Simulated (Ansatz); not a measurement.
# Bi (Im-3m) in Ansatz: a series of runs

Aim: see how the results for Bi move with the level of theory and the settings. Levels: PBE, PBEsol-PBE, RPBE. Tasks: single point, relaxation of cell and atoms.

Everything below comes from runs of Ansatz 0.2.0. Logs are shortened: lines on timing, memory, paths and dates and some standing lists are left out, and cuts for length are marked.

### 1 The crystal as given

The structure is cubic, space group Im-3m (No. 229). The conventional cell has a = 3.963 Å, b = 3.963 Å, c = 3.963 Å, α = 90.00°, β = 90.00°, γ = 90.00°. Bi (site symmetry m-3m) is surrounded by 8 Bi at 3.43 Å.

This isn't the form of Bi at room conditions, which is rhombohedral.

### 2 Single point, PBE

Contents of input.yaml:

```yaml
crystal:
  lattice:
    - [-1.9814305318, 1.9814305318, 1.9814305318]
    - [1.9814305318, -1.9814305318, 1.9814305318]
    - [1.9814305318, 1.9814305318, -1.9814305318]
  atoms:
    - { symbol: Bi, position: [0.0, 0.0, 0.0] }
kpoints:
  mp_grid: { grid: [6, 6, 6] }
scf:
  occupations: { method: fermi_dirac, width: 0.03 }
hamiltonian:
  xc: pbe
  pseudopotentials: { kind: all_electron, lapw: { basis_error: 0.002 } }
output:
  forces: true
  stress: true
  eigenvalues: true
```

Potentials or basis: all-electron LAPW, scalar-relativistic.

On the command line:

```
> ansatz run input.yaml --threads 1 --pin off --max-ram 2560MiB --backend cpu --events-out ev --progress --plain --runs-dir out
```

The log of the run:

```text
Warning: RAYON_NUM_THREADS=1 ignored (pool sized by the plan → 1); use --threads N
LAPW: plane waves up to 6.198 Å⁻¹, error target 2.0e-3 eV per atom; small_component_spin mean_spin; Bi in spheres of 1.716 Å, 37 of its electrons in bands, Dirac shells [] (how accurate: hamiltonian.pseudopotentials.lapw.basis_error, Limitations)
Engine: ansatz 0.2.0, x86_64-unknown-linux-gnu
Pseudopotentials: kind: all_electron
Pseudopotential: Bi, LAPW, valence charge 37, lapw/all_electron/scalar/gaussian/Bi, Koelling and Harmon's equation, gaussian nucleus
Functional definition: PBE
  parameter kappa = 0.804
  parameter beta = 0.06672455060314922
  exchange = pbe_x(kappa = kappa, mu = beta*pi^2/3)
  correlation = pbe_c(beta = beta)
Crystal: 1 atoms, lattice volume = 31.117 Å³
Basis set: ecut = 146.33977657321745 eV, 135 PW (Γ), exchange–correlation at level 2
Bands: 23, of which v1, the nominal top of the filled ones, is band 19 counted from 1 (18 counted from 0)
Symmetry: 48 space group operations
Space group: Im-3m (ITA 229), of the structure as read, at distance tolerance 3.1e-5 Å
k-points: 16 of 216
Non-local potential: Bi, projectors of the file, none
Initial density: superposition of atomic densities (chi_scale 0.1, normalization cell)
Initial wavefunctions: plane waves of lowest kinetic energy (no species holds an atomic orbital)
Functional: x = pbe(κ = 0.804, μ = 0.2195149727645171), c = pbe(β = 0.06672455060314922)
iter 1 solved again at ethr=1.13e-5 eV; its pass at ethr=1.00e-1 eV (dr2=4.18e-3 eV) is discarded
SCF iter   1: F=—  HF=-585705.828986 eV  |F-HF|=—  |Δ(HF+E_count)|=         —  Δρ=4.58e-3  dr2=4.23e-3  ethr=1.13e-5  ⟨swp⟩=3.6  Hψ=2438  notcnv=0
preconditioner: auto → none  [insulator: Δε(μ)=0.491 eV  Ē_g=23.923 eV  σ=0.030 eV  W_gap=0.75  n_scr=12 (ndim 8)  ℏωp=25.8 eV  f_vac=0.000  D(μ)=3.47/eV (n_scr^D=54)  ε∞_Penn≈2.2]
SCF iter   2: F=—  HF=-585705.824731 eV  |F-HF|=—  |Δ(HF+E_count)|=   4.26e-3  Δρ=2.22e-3  dr2=9.51e-4  ethr=1.13e-5  ⟨swp⟩=2.0  Hψ=1069  notcnv=0
iter 3 solved again at ethr=2.25e-7 eV; its pass at ethr=2.57e-6 eV (dr2=8.32e-5 eV) is discarded
SCF iter   3: F=—  HF=-585705.825261 eV  |F-HF|=—  |Δ(HF+E_count)|=   5.30e-4  Δρ=6.57e-4  dr2=8.32e-5  ethr=2.25e-7  ⟨swp⟩=2.0  Hψ=1822  notcnv=0
SCF iter   4: F=—  HF=-585705.825282 eV  |F-HF|=—  |Δ(HF+E_count)|=   2.07e-5  Δρ=1.36e-4  dr2=3.79e-6  ethr=2.25e-7  ⟨swp⟩=2.2  Hψ=1069  notcnv=0
SCF iter   5: F=—  HF=-585705.825287 eV  |F-HF|=—  |Δ(HF+E_count)|=   5.43e-6  Δρ=2.22e-5  dr2=1.09e-7  ethr=1.02e-8  ⟨swp⟩=2.8  Hψ=1086  notcnv=0
SCF iter   6: F=-585705.825287 eV  HF=-585705.825287 eV  |F-HF|=3.49e-10  |Δ(HF+E_count)|=   1.88e-7  Δρ=5.08e-7  dr2=7.78e-11  ethr=2.94e-10  ⟨swp⟩=2.9  Hψ=1092  notcnv=0
SCF 1 converged in 6 iterations: F = -585705.825287 eV  dr2 = 7.78e-11
SCF converged after 6 iterations
Free energy (F): -585705.825287 eV
Harris-Foulkes:  -585705.825287 eV  (|F-HF|=3.49e-10)
Internal energy: -585705.815925 eV  (E = F + TS)
E sigma→0 (E₀):  -585705.820606 eV
Entropy (-TS):   -0.009362 eV (-9.362 meV/atom)
Fermi energy:    15.539636 eV
--- Per-component energies (eV) ---
  E_band       = -2605.691627
  E_kinetic    = 678034.726029
  E_xc         = -10805.679153
  E_electrostatic = -1252934.862802  (all electrons and nuclei)
  E_smearing   = -0.009362  (= −TS)
  E_closure    = 0.000000  (closes the sum)
  E_atoms      = -585702.106902  (free atoms, spherical and without spin; not in F)
  Σ components = -585705.825287   (vs F -585705.825287, Δ=0.00e0)
  Basis errors (estimates in eV, not in F): energy 4.8e-4 per atom: plane waves 4.7e-4 (2.5e-4 summed), levels above the bands 2.1e-147, relativity 6.6e-8, radial functions 1.2e-5, core shells 7.6e-10; eigenvalues (radial functions only) 7.0e-5; not estimated: angular momenta, meshes, grids; target (lapw.basis_error) 2.0e-3; muffin-tin radii Bi 1.716 Å
--- Forces (eV/Å), atoms counted from 1 ---
  atom   1  Bi    -0.00000000     0.00000000     0.00000000
  max |Σ_I F_I| component: 8.05e-31 eV/Å
--- Stress (GPa, compression-positive) ---
        1.087253      -0.000000       0.000000
       -0.000000       1.087253      -0.000000
        0.000000      -0.000000       1.087253
  P = ⅓ Tr σ = 1.0873 GPa (10.873 kbar)
--- Band table (eV; the first three rows and the last of 16) ---
  k-point 0: bands = ["-137.4619", "-132.5891", "-132.5891", "-132.5891", "-132.5889", "-132.5889", "-132.5889", "-132.5887", "-75.7156", "-75.7156", "-75.7156", "-7.1690", "-7.1690", "-7.1690", "-7.0402", "-7.0402", "2.3633", "20.9957", "20.9957", "20.9957", "25.0239", "26.3310", "26.3310"]
  k-point 1: bands = ["-137.4619", "-132.5891", "-132.5891", "-132.5891", "-132.5889", "-132.5889", "-132.5889", "-132.5887", "-75.7160", "-75.7157", "-75.7156", "-7.1789", "-7.1531", "-7.1170", "-7.0508", "-7.0421", "2.8657", "17.4292", "19.7558", "20.5592", "23.8825", "24.9000", "26.0662"]
  k-point 2: bands = ["-137.4619", "-132.5891", "-132.5891", "-132.5891", "-132.5889", "-132.5889", "-132.5889", "-132.5887", "-75.7168", "-75.7161", "-75.7155", "-7.1987", "-7.1396", "-7.0559", "-7.0459", "-7.0112", "4.2498", "13.0360", "18.0960", "19.7143", "22.3269", "23.7962", "27.0648"]
  k-point 15: bands = ["-137.4619", "-132.5891", "-132.5891", "-132.5891", "-132.5889", "-132.5889", "-132.5889", "-132.5887", "-75.7170", "-75.7170", "-75.7170", "-7.1794", "-7.1794", "-6.9768", "-6.9768", "-6.9768", "7.5337", "14.0681", "14.0681", "14.0681", "19.3999", "19.3999", "31.1415"]
```

It took 0.83 s on 1 thread of AMD EPYC 9R45 (Zen 5), shared host; peak memory 0.24 GiB.

What came out:

```
Free energy            : -585705.8253 eV
Pressure               : 1.1 GPa
Band gap on the k mesh : none (metal or under the smearing width)
```

Caveat: the k mesh is coarse (spacing up to 0.37 Å⁻¹), so the values aren't converged; spin-orbit coupling is left out, which moves the levels of the heavy elements.

### 3 Single point, PBEsol-PBE (volume scaled by 1.15)

Contents of input.yaml:

```yaml
crystal:
  lattice: { a: 3.5956059593, b: 3.5956059593, c: 3.5956059593, alpha: 109.4712206345, beta: 109.4712206345, gamma: 109.4712206345 }
  atoms:
    - { symbol: Bi, position: [0.0, 0.0, 0.0] }
kpoints:
  mp_grid: { grid: [9, 9, 9] }
scf:
  occupations: { method: tetrahedron }
hamiltonian:
  xc: { exchange: pbesol, correlation: pbe }
  pseudopotentials: { kind: all_electron, lapw: { basis_error: 0.001 } }
output:
  forces: true
  stress: true
  eigenvalues: true
  xc_energy_on_converged_density: [lda, revpbe, pbe]
```

Potentials or basis: all-electron LAPW, scalar-relativistic.

On the command line:

```
> ansatz run input.yaml --threads 1 --pin off --max-ram 2560MiB --backend cpu --events-out ev --progress --plain --runs-dir out
```

Wall time 1.5 s (1 thread of AMD EPYC 9R45 (Zen 5), shared host); peak memory 0.27 GiB.

The run converged. Its results:

| Item | Value |
| --- | --- |
| Free energy | -585534.6127 eV |
| Pressure | -7.6 GPa |
| Band gap on the k mesh | none (metal or under the smearing width) |

Levels at points of the mesh, in eV from the Fermi level:
| k point | band 16 | band 17 | band 18 | band 19 | band 20 | band 21 |
| --- | --- | --- | --- | --- | --- | --- |
| (0.00, 0.00, 0.00) | -22.82 | -12.64 | 4.24 | 4.24 | 4.24 | 7.35 |

Caveat: spin-orbit coupling is left out, which moves the levels of the heavy elements; with tetrahedron occupations forces and stress needn't match the slope of the energy.

### 4 Relaxation of cell and atoms, RPBE, collinear spin, random start, moments held on the sites (volume scaled by 0.88)

Contents of input.yaml:

```yaml
crystal:
  lattice:
    - [-1.8987731191, 1.8987731191, 1.8987731191]
    - [1.8987731191, -1.8987731191, 1.8987731191]
    - [1.8987731191, 1.8987731191, -1.8987731191]
  atoms:
    - { symbol: Bi, position: [0.0, 0.0, 0.0], spin: -0.09 }
kpoints:
  mp_grid: { grid: [9, 9, 9] }
scf:
  occupations: { method: methfessel_paxton, width: 0.01 }
hamiltonian:
  xc: rpbe
  pseudopotentials:
    kind: all_electron
    lapw: { basis_error: 0.001 }
    dirac_shells: { Bi: ["4p", "4d"] }
magnetization:
  spin_polarized: true
  spin_locking: { lock_spins: true }
output:
  forces: true
  stress: true
relax:
  f_tol: 0.01
  max_steps: 60
  cell: {}
```

Potentials or basis: all-electron LAPW, inner shells corrected to Dirac's equation.

On the command line:

```
> ansatz run input.yaml --threads 1 --pin off --max-ram 2560MiB --backend cpu --events-out ev --progress --plain --runs-dir out
```

The log of the run:

```text
Warning: relax.cell: the lock of the moments that magnetization.spin_locking holds to the close lets an SCF meet its threshold on dr2 anywhere within the lock's freeze window, and the stress can move with the moments there: no threshold on dr2 bounds that. The window is the square root of the freeze energy over magnetization.spin_locking.lambda. Set magnetization.spin_locking.freeze_energy_tol to 1e-7 of magnetization.spin_locking.lambda or tighter (1e-7 eV at magnetization.spin_locking.lambda's default), and hold the SCF's own gates tight with it: the threshold on dr2 and, on a non-collinear run, whose gate on the magnetisation can be let go, scf.convergence.magnetization_residual_energy_tol, under 2e-7 eV over the cell's volume in cubic angstroms (a run under these bars is not thereby shown to hold its stress)
Warning: RAYON_NUM_THREADS=1 ignored (pool sized by the plan → 1); use --threads N
The last accepted step is kept in <dir> (removed where the run ends without a failure and the disk answers)
LAPW: plane waves up to 7.120 Å⁻¹, error target 1.0e-3 eV per atom; small_component_spin mean_spin; Bi in spheres of 1.595 Å, 37 of its electrons in bands, Dirac shells [2p, 3p, 4p, 3d, 4d] (how accurate: hamiltonian.pseudopotentials.lapw.basis_error, Limitations)
[... 2 set-up lines as earlier in the session ...]
Pseudopotential: Bi, LAPW, valence charge 37, lapw/all_electron/scalar/gaussian/Bi, Koelling and Harmon's equation with Dirac's for 2p 3p 4p 3d 4d, gaussian nucleus
Functional definition: RPBE
[... 2 set-up lines as earlier in the session ...]
  exchange = rpbe_x(kappa = kappa, mu = beta*pi^2/3)
[... 136 lines left out ...]
  Basis errors (estimates in eV, not in F): energy 2.1e-4 per atom: plane waves 2.1e-4 (1.1e-4 summed), levels above the bands 0.0e0, relativity 1.5e-7, radial functions 1.8e-6, core shells 1.4e-9; eigenvalues (radial functions only) 1.5e-5; not estimated: angular momenta, meshes, grids; target (lapw.basis_error) 1.0e-3; muffin-tin radii Bi 1.687 Å
--- Forces (eV/Å), atoms counted from 1 ---
  atom   1  Bi    -0.00000000     0.00000000     0.00000000
  max |Σ_I F_I| component: 6.00e-31 eV/Å
--- Stress (GPa, compression-positive) ---
        0.014459      -0.000000       0.000000
       -0.000000       0.014459      -0.000000
        0.000000      -0.000000       0.014459
  P = ⅓ Tr σ = 0.0145 GPa (0.145 kbar)
--- Relaxed structure (4 steps of the walk, 4 accepted, 1 SCFs on fresh bases) ---
  F+E_penalty+E_count = -587088.90181996 eV   max|allowed force component| = 0.000e0 eV/Å   (the final SCF, on the basis selected at the relaxed cell)
  beside F it holds: constraint penalty
  cell:  # Å, volume = 32.3793 Å³
    - [-2.0078702700516877, 2.0078702700516877, 2.0078702700516877]
    - [2.0078702700516877, -2.0078702700516877, 2.0078702700516877]
    - [2.0078702700516877, 2.0078702700516877, -2.0078702700516877]
  atoms:
    - { symbol: Bi, position: [0.0, 0.0, 0.0] }
```

Run time: 20 s. Hardware: 1 thread of AMD EPYC 9R45 (Zen 5), shared host; peak memory 0.37 GiB.

What came out:

| Property | Result |
| --- | --- |
| Free energy | -587088.9015 eV |
| Relaxed volume | 32.38 Å³/atom |
| Relaxed cell | a = 3.478 Å, b = 3.478 Å, c = 3.478 Å, α = 109.47°, β = 109.47°, γ = 109.47° |
| Space group after relaxing (to 0.05 Å) | Im-3m (No. 229) |
| Energy gained by relaxing | 165.0 meV/atom |
| Ionic steps | 5 |
| Net moment | -0.11 μB per cell |
| Absolute moment | 0.11 μB per cell |
| Site moments | Bi -0.09 μB |

The path:
| step | energy change (eV) | largest force (eV/Å) | volume (Å³) |
| --- | --- | --- | --- |
| 1 | 0.0000 | 0.0000 | 27.38 |
| 2 | -0.1618 | 0.0000 | 31.59 |
| 3 | -0.1648 | 0.0000 | 32.18 |
| 4 | -0.1650 | 0.0000 | 32.38 |
| 5 | -0.1650 | 0.0000 | 32.38 |

Final structure:
```xyz
1
Lattice="-2.0079 2.0079 2.0079 2.0079 -2.0079 2.0079 2.0079 2.0079 -2.0079" Properties=species:S:1:pos:R:3 pbc="T T T"
Bi    0.0000    0.0000    0.0000
```

Caveat: the SCF stop doesn't bound the stress; each atom's moment is held at its typed value, so this isn't a free magnetic state; spin-orbit coupling is left out, which moves the levels of the heavy elements.

### 5 Summary

| task | level | potentials or basis | spin | cell | k mesh | cutoff (eV) | smearing | other functionals evaluated on the density | moments locked | basis error allowed | mesh quality | gap on the mesh (eV) | pressure (GPa) |
| --- | --- | --- | --- | --- | --- | --- | --- | --- | --- | --- | --- | --- | --- |
| single point | PBE | all-electron LAPW, scalar-relativistic | off | as given | 6 × 6 × 6 | 146 | fermi-dirac 0.03 eV | - | - | 0.002 eV/atom | coarse | none | 1.1 |
| single point | PBEsol-PBE | all-electron LAPW, scalar-relativistic | off | volume scaled by 1.15 | 9 × 9 × 9 | 140 | tetrahedron | LDA, revPBE, PBE | - | 0.001 eV/atom | not flagged | none | -7.6 |
| relaxation of cell and atoms | RPBE | all-electron LAPW, inner shells corrected to Dirac's equation | collinear, random start, moments held on the sites | relaxed from: volume scaled by 0.88 | 9 × 9 × 9 | - | methfessel-paxton 0.01 eV | - | each atom's moment, at its start value | 0.001 eV/atom | not flagged | - | - |

Caveats: some runs use coarse meshes; spin-orbit coupling is left out, which moves the levels of the heavy elements; with tetrahedron occupations forces and stress needn't match the slope of the energy (some runs); the SCF stop doesn't bound the stress (some runs); each atom's moment is held at its typed value, so this isn't a free magnetic state (some runs).

Compare energies only between runs with the same functional and basis.
